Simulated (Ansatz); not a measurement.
The cell is the one relaxed in the Materials Project (mp-406), not relaxed further here; entries there can be hypothetical.

An input for CdTe and the output that it gave: DFT, PBEsol, PAW with Ansatz's default frozen-core files, scalar-relativistic (Ansatz 0.2.0).

```yaml
crystal:
  lattice:
    - [0.0, 3.2821135562, 3.2821135562]
    - [3.2821135562, 0.0, 3.2821135562]
    - [3.2821135562, 3.2821135562, 0.0]
  atoms:
    - { symbol: Cd, position: [0.0, 0.0, 0.0] }
    - { symbol: Te, position: [0.75, 0.75, 0.75] }
kpoints:
  mp_grid: { grid: [7, 7, 7] }
  band_path:
    path:
      - [0.0, 0.0, 0.0]
      - [-0.5, -0.5, 0.0]
      - [-0.375, -0.375, 0.25]
      - [-0.375, 0.0, 0.375]
      - [0.0, 0.0, 0.0]
      - [0.0, 0.0, 0.5]
      - [-0.5, -0.25, 0.25]
      - [-0.5, -0.5, 0.0]
    npoints: 8
scf:
  occupations: { method: fermi_dirac, width: 0.01 }
hamiltonian:
  xc: pbesol
  pseudopotentials: { kind: paw }
output:
  forces: true
  stress: true
  eigenvalues: true
  efg: { contact_densities: true }
  populations: true
  bader: true
  dos: { projected: true, de: 0.2, e_range: [-14, 8] }
```

What the program printed:

```
Cd, Te: output.efg is read without spin–orbit coupling, which moves field gradients at and beside such atoms by some per cent and up to a factor of two; PAW files take it under magnetization.noncollinear and magnetization.spin_orbit
Engine: ansatz 0.2.0
Pseudopotentials: kind: paw
Pseudopotential: Cd, paw, valence charge 20, recommended cutoff 420 eV (normal)
Pseudopotential: Te, paw, valence charge 16, recommended cutoff 420 eV (normal)
Functional definition: PBEsol
  exchange = pbesol_x
  correlation = pbesol_c
Crystal: 2 atoms, lattice volume = 70.712 Å³
Basis set: ecut = 420 eV, 1411 PW (Γ), exchange–correlation on 64×64×64 points (8 copies of the dense FFT grid, shifted against one another)
Bands: 22, of which v1, the nominal top of the filled ones, is band 18 counted from 1 (17 counted from 0)
Symmetry: 24 space group operations
Space group: F-43m (ITA 216), of the structure as read, at distance tolerance 4.1e-5 Å
k-points: 20 of 343 (time reversal used)
Non-local potential: Cd, projectors of the file, l = 0: 3, l = 1: 2, l = 2: 2, l = 3: 1
Non-local potential: Te, projectors of the file, l = 0: 2, l = 1: 2, l = 2: 2, l = 3: 2
PAW form: soft (Blöchl's): semilocal exchange-correlation on the pseudo side does not see the compensation charge
PAW frozen core: Cd, regenerated for the run's functional, and the local potential with it (the file was generated under x = pbe(κ = 0.804, μ = 0.2195149727645171), c = pbe(β = 0.06672455060314922))
PAW frozen core: Te, regenerated for the run's functional, and the local potential with it (the file was generated under x = pbe(κ = 0.804, μ = 0.2195149727645171), c = pbe(β = 0.06672455060314922))
PAW one-centre angular grid: Cd, 590 points (default); XC on 64 Gauss nodes
PAW one-centre angular grid: Te, 590 points (default); XC on 64 Gauss nodes
Initial density: superposition of atomic densities (neutral atoms: chi_scale 0, normalization atom), corrected by the library's trained network
Initial wavefunctions: pseudopotential atomic-orbital guess
Functional: x = pbesol(κ = 0.804, μ = 0.12345679012345678), c = pbesol(β = 0.046)
SCF iter   1: F=—  HF=-15086.335518 eV  |F-HF|=—  |Δ(HF+E_count)|=         —  Δρ=3.82e-3  dr2=1.38e-2  ethr=1.77e-3  ⟨swp⟩=6.2  Hψ=2093  notcnv=0
preconditioner: auto → none  [insulator: Δε(μ)=0.517 eV  Ē_g=11.134 eV  σ=0.010 eV  W_gap=1.00  n_scr=14 (ndim 8)  ℏωp=18.7 eV  f_vac=0.200  D(μ)=0.00/eV (n_scr^D=0)  ε∞_Penn≈3.8]
SCF iter   2: F=—  HF=-15086.331232 eV  |F-HF|=—  |Δ(HF+E_count)|=   4.29e-3  Δρ=8.68e-4  dr2=2.83e-4  ethr=3.82e-5  ⟨swp⟩=3.0  Hψ=938  notcnv=0
SCF iter   3: F=—  HF=-15086.331448 eV  |F-HF|=—  |Δ(HF+E_count)|=   2.16e-4  Δρ=4.13e-4  dr2=7.29e-5  ethr=7.85e-7  ⟨swp⟩=2.1  Hψ=581  notcnv=0
SCF iter   4: F=—  HF=-15086.331505 eV  |F-HF|=—  |Δ(HF+E_count)|=   5.66e-5  Δρ=1.08e-4  dr2=1.00e-5  ethr=2.02e-7  ⟨swp⟩=2.1  Hψ=704  notcnv=0
SCF iter   5: F=—  HF=-15086.331501 eV  |F-HF|=—  |Δ(HF+E_count)|=   3.47e-6  Δρ=2.73e-5  dr2=2.69e-7  ethr=2.78e-8  ⟨swp⟩=2.2  Hψ=650  notcnv=0
SCF iter   6: F=—  HF=-15086.331502 eV  |F-HF|=—  |Δ(HF+E_count)|=   3.96e-7  Δρ=2.13e-5  dr2=1.97e-7  ethr=2.78e-10  ⟨swp⟩=6.2  Hψ=2076  notcnv=0
SCF iter   7: F=-15086.331502 eV  HF=-15086.331502 eV  |F-HF|=3.00e-8  |Δ(HF+E_count)|=   1.55e-7  Δρ=7.09e-6  dr2=2.07e-8  ethr=2.78e-10  ⟨swp⟩=2.7  Hψ=1621  notcnv=0
SCF 1 converged in 7 iterations: F = -15086.331502 eV  dr2 = 2.07e-8
  greatest PAW one-centre occupation: 1.000 electrons in one spin orbital (limit 2), on the Cd atom at site 0 (counted from 0), in its partial waves of l = 0
NSCF: frozen V_eff on 57 k-points
SCF converged after 7 iterations
Free energy (F): -15086.331502 eV
Harris-Foulkes:  -15086.331502 eV  (|F-HF|=3.00e-8)
Internal energy: -15086.331502 eV  (E = F + TS)
E sigma→0 (E₀):  -15086.331502 eV
Fermi energy:    7.071876 eV
--- Per-component energies (eV) ---
  E_band       = -809.051641
  E_kinetic    = 685.050541
  E_local      = -5505.982210  (includes V_loc(G=0)·N_el)
  E_nonlocal   = -271.171641
  E_hartree    = 2764.060716
  E_xc         = -298.150474
  E_vxc        = -324.332030  (∫ρ·V_xc dr)
  E_paw        = -8599.026838  (= ΣΔE_a)
  E_vpaw       = -920.727678  (= ΣTr[D̂ρ^β])
  E_aug_tail   = -0.000172  (compensation charges beyond the density's cutoff)
  E_ewald      = -3861.828201
  E_core_change = 0.716775  (= ΣΔE_core)
  E_smearing   = -0.000000  (= −TS)
  E_closure    = 0.000000  (closes the sum)
  Σ components = -15086.331502   (vs F -15086.331502, Δ=0.00e0)
--- Forces (eV/Å), atoms counted from 1 ---
  atom   1  Cd    -0.00000000     0.00000000    -0.00000000
  atom   2  Te     0.00000000    -0.00000000     0.00000000
  max |Σ_I F_I| component: 1.32e-16 eV/Å
--- Stress (GPa, compression-positive) ---
       -1.309768      -0.000000      -0.000000
       -0.000000      -1.309768       0.000000
       -0.000000       0.000000      -1.309768
  P = ⅓ Tr σ = -1.3098 GPa (-13.098 kbar)
--- PAW observables at the nuclei: V_zz in 10²¹ V/m², potentials from the cell's mean, atoms counted from 1 ---
  atom   1  Cd V_zz =    -0.000000   η = 0.0000   by run symmetry: forbidden
            electrostatic potential = -7703.641614 V   contact ρ = 1034392.477629 e/Å³
  atom   2  Te V_zz =    -0.000000   η = 0.0000   by run symmetry: forbidden
            electrostatic potential = -8645.689757 V   contact ρ = 1466639.457708 e/Å³
--- Band table (eV; the first three rows and the last of 20) ---
  k-point 0: bands = ["-95.1051", "-56.1976", "-56.1976", "-56.1976", "-29.1100", "-29.1100", "-29.1100", "-29.1029", "-29.1029", "-4.2104", "-1.3308", "-1.3308", "-1.3308", "-1.0933", "-1.0933", "6.7922", "6.7922", "6.7922", "7.3406", "11.3817", "11.3817", "11.3817"]
  k-point 1: bands = ["-95.1051", "-56.1976", "-56.1976", "-56.1976", "-29.1100", "-29.1099", "-29.1099", "-29.1029", "-29.1029", "-4.1405", "-1.3180", "-1.3180", "-1.2743", "-1.0942", "-1.0942", "5.3505", "6.6297", "6.6297", "8.3692", "11.3492", "11.6347", "11.6347"]
  k-point 2: bands = ["-95.1051", "-56.1976", "-56.1976", "-56.1976", "-29.1100", "-29.1098", "-29.1098", "-29.1029", "-29.1029", "-3.9828", "-1.2920", "-1.2920", "-1.0926", "-1.0926", "-1.0868", "3.7654", "6.3146", "6.3146", "8.6317", "11.9595", "11.9595", "12.3407"]
  k-point 19: bands = ["-95.1051", "-56.1977", "-56.1976", "-56.1976", "-29.1100", "-29.1098", "-29.1095", "-29.1029", "-29.1027", "-3.7360", "-1.2266", "-1.2134", "-1.1215", "-1.0898", "-0.6040", "2.7646", "4.4190", "5.0820", "10.3707", "11.4743", "12.5766", "13.4270"]
--- Löwdin populations: 2 sites ---
  site symbol       q [e]
     0     Cd     18.8766
     1     Te     16.9063
  spilling = 0.006029 (of n_electrons = 36.000000)
--- Bader charges: 2 sites ---
  site symbol  charge [e]  shift [e]
     0     Cd      0.4896     0.0006
     1     Te     -0.4896     0.0006
  estimated error of the sums over rays = 1.9e-4 e
```
